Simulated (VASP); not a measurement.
Input of a VASP 6.6.1 run:

The input INCAR:

```
ALGO = Normal ; DIPOL = 0.5 0.5 0.294
EDIFF = 1E-6 ; ENCUT = 520
GGA = PS ; IDIPOL = 3
ISIF = 2 ; ISMEAR = -1
LASPH = True ; LCHARG = True
LDAU = True ; LDAUJ = 0
LDAUL = 2 ; LDAUPRINT = 1
LDAUTYPE = 2 ; LDAUU = 6
LDIPOL = True ; LELF = True
LMAXMIX = 4 ; LREAL = False
LVACPOTAV = True ; LVHAR = True
LWAVE = False ; NELM = 60
PREC = Accurate ; SIGMA = 0.05
```

Contents of KPOINTS:

```
k-points
0
Gamma
  11 11 1
```

POSCAR

```
Rh
1.0
    2.4265300000      0.1231000000      0.0000000000
   -0.2893500000      2.4123600000      0.0000000000
    0.0000000000      0.0000000000     23.8000000000
Rh
1
Direct
    0.5000000000      0.5000000000      0.2941200000
```

Potentials or basis: VASP PAW PBE potentials, release 64 (Rh_pv).

Launch:

```console
$ cat potpaw_PBE.64/Rh_pv/POTCAR > POTCAR
$ mpirun -np 1 vasp_std > vasp.out
```

(1) What does it give for the work function of the upper face?

(2) Estimate the band gap on the k mesh.

(3) What does it give for the work function of the lower face?

Results:

(1) 5.81 eV.

(2) none (metal or under the smearing width).

(3) 5.81 eV.

Caveat: U without spin polarisation on a metal has little footing; the U is typed as a test and isn't derived for this compound.
